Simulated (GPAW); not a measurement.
Ti:

```xyz
1
Lattice="-1.6410 1.6410 1.6410 1.6410 -1.6410 1.6410 1.6410 1.6410 -1.6410" Properties=species:S:1:pos:R:3 pbc="T T T"
Ti    0.0000    0.0000    0.0000
```

This isn't the form of Ti at room conditions, which is hcp.

* Program: GPAW 26.7.0
* Task: relaxation of cell and atoms
* Functional: PBEsol
* Dispersion: D3(BJ)
* Potentials or basis: PAW data sets generated in the run's folder for this functional
* Cutoff: 600 eV
* Basis: pw
* k mesh: 11 × 11 × 11
* Occupations: fermi-dirac, width 0.05 eV
* Spin: no spin polarisation

At the start: pressure -12.6 GPa; volume 17.68 Å³/atom.

Problem. Where does the relaxation end?

Solution. Over 4 steps the energy falls by 81.0 meV/atom and the volume is 15.60 Å³/atom (-11.8 %); space group Im-3m (No. 229, to 0.05 Å).

The path:
```tsv
step	energy change (eV)	largest force (eV/Å)	pressure (GPa)	volume (Å³)
1	0.0000	0.0000	-12.63	17.68
2	-0.0603	0.0000	-7.35	16.65
3	-0.0802	0.0000	0.84	15.49
4	-0.0810	0.0000	-0.04	15.60
```

Final structure:
```xyz
1
Lattice="-1.5740 1.5740 1.5740 1.5740 -1.5740 1.5740 1.5740 1.5740 -1.5740" Properties=species:S:1:pos:R:3 pbc="T T T"
Ti    0.0000    0.0000    0.0000
```

Caveat: later steps reuse the first step's grids; the volume moved by -12 % from the deposited cell, more than functionals usually miss; pairwise dispersion overbinds metals, which lowers pressure and volume.
